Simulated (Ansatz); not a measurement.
# Ti3H: the cost of one run

Computed with Ansatz 0.2.0 (DFT PBE, scalar-relativistic, plane waves, PAW, unless a step's input says otherwise).

23 further runs of the same task are left out: 23 set aside as unsound or not needed. Runs told in other sessions of the task aren't counted.

### 1 The system as given

Symmetry: Cm, No. 8, monoclinic system. The conventional cell has a = 7.974 Å, b = 4.604 Å, c = 22.497 Å, α = 90.00°, β = 90.00°, γ = 90.00°. Ti (site symmetry m) has 4 Ti at 2.71 to 2.82 Å in its first shell of neighbours. Around Ti (site symmetry m) lie 7 Ti at 2.49 to 2.82 Å. Ti (site symmetry m) is surrounded by 7 Ti at 2.62 to 2.82 Å. Ti (site symmetry m) is surrounded by 7 Ti at 2.71 to 2.78 Å. Around Ti (site symmetry m) lie 2 H at 1.56 Å. Around Ti (site symmetry m) lie 3 H at 2.33 to 2.53 Å and 1 Ti at 2.62 Å. H (site symmetry m) is surrounded by 1 H at 0.75 Å.

As a file:

```xyz
8
Lattice="4.6037 0.0000 0.0000 -2.3019 3.9870 0.0000 0.0000 0.0000 22.4968" Properties=species:S:1:pos:R:3 pbc="T T T"
Ti    2.3019    1.3290    4.0000
Ti    0.0000    2.6580    4.9397
Ti    0.0000    0.0000    5.8795
Ti    2.3019    1.3290    6.7051
Ti    0.0000    2.6580    7.4342
Ti    0.0000    0.0000    8.4968
H    -0.3248    2.8455    8.9468
H     0.3248    2.4705    8.9468
```

This is the geometry of the first run shown, built on a cell relaxed beforehand with the same method.

### 2 What is varied

Atoms count from 1 in the order of the input.

H2 lies flat over one site of a rigid substrate while its bond length and height are varied.

First coordinate, distance H7-H8: 8 values from 0.650 to 2.650 Å. Second coordinate, height of the H2 axis above the plane of Ti6: 9 values from 0.45 to 3.60 Å.

Nothing else is relaxed. Points are written as (first, second).

### 3 The run at (0.750 Å, 0.45 Å)

The cell repeats along c, and a dipole correction in the vacuum removes the field between the copies.

The input, input.yaml:

```yaml
crystal:
  lattice:
    - [4.6037402166, 0.0, 0.0]
    - [-2.3018701083, 3.98695598, 0.0]
    - [0.0, 0.0, 22.4968207969]
  atoms:
    - { symbol: Ti, position: [0.6666666667, 0.3333333333, 0.177802901] }
    - { symbol: Ti, position: [0.3333333333, 0.6666666667, 0.2195747826] }
    - { symbol: Ti, position: [0.0, 0.0, 0.2613466643] }
    - { symbol: Ti, position: [0.6666666667, 0.3333333333, 0.2980472831] }
    - { symbol: Ti, position: [0.3333333333, 0.6666666667, 0.3304570154] }
    - { symbol: Ti, position: [0.0, 0.0, 0.3776898467] }
    - { symbol: H, position: [0.2863049736, 0.7136950264, 0.397692673] }
    - { symbol: H, position: [0.380361693, 0.619638307, 0.397692673] }
basis:
  ecutwfc: 420
kpoints:
  mp_grid: { grid: [6, 6, 1] }
hamiltonian:
  xc: pbe
  pseudopotentials: { kind: paw, azcp: { folder: soft_1 } }
scf:
  occupations: { method: gaussian, width: 0.1 }
output:
  forces: true
  eigenvalues: true
efield:
  axis: 3
  dipole_correction: true
  ramp_width: 0.04
```

Started as:

```console
> ansatz run input.yaml --threads 1 --pin off --max-ram 3072MiB --backend cpu --events-out ev --progress --plain --runs-dir out
```

Q: Estimate wall time and peak memory on 1 thread of Intel Xeon Platinum 8488C (Sapphire Rapids), shared host.

About 25 s, with a peak of 0.62 GiB.
